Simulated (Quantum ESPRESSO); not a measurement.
Crystal: V.

```xyz
2
Lattice="2.6043 0.0000 0.0000 -1.3021 2.2554 0.0000 0.0000 0.0000 4.7233" Properties=species:S:1:pos:R:3 pbc="T T T"
V     0.0000    1.5036    1.1808
V     1.3021    0.7518    3.5425
```

This isn't the form of V at room conditions, which is bcc.

Base run:

* Program: Quantum ESPRESSO 7.5
* Functional: PBEsol
* Potentials or basis: GBRV 1.5 PBEsol
* Cutoff: 612 eV
* Density cutoff: 4898 eV
* k mesh: 12 × 12 × 6
* Occupations: fermi-dirac, width 0.05 eV
* Spin: collinear spin, antiferromagnetic start
* Starting moments: [2.0, -2.0] μB
* Hubbard terms: V d U = 6 eV

Its results: band gap on the k mesh none (metal or under the smearing width); pressure 47.7 GPa; net moment 0.00 μB per cell; site moments V +3.06, -3.06 μB.

Q: The run is repeated on the same cell with these changes: hubbard terms from V d U = 6 eV to V d U = 4 eV. What comes out?

A: Band gap on the k mesh none (metal or under the smearing width); pressure 40.1 GPa; net moment 0.00 μB per cell; site moments V +2.82, -2.82 μB.

Caveats: a pressure of tens of GPa on the cell as given is suspect, and the run, the potentials or the cell itself is likely at fault; the U is typed as a test and isn't derived for this compound.
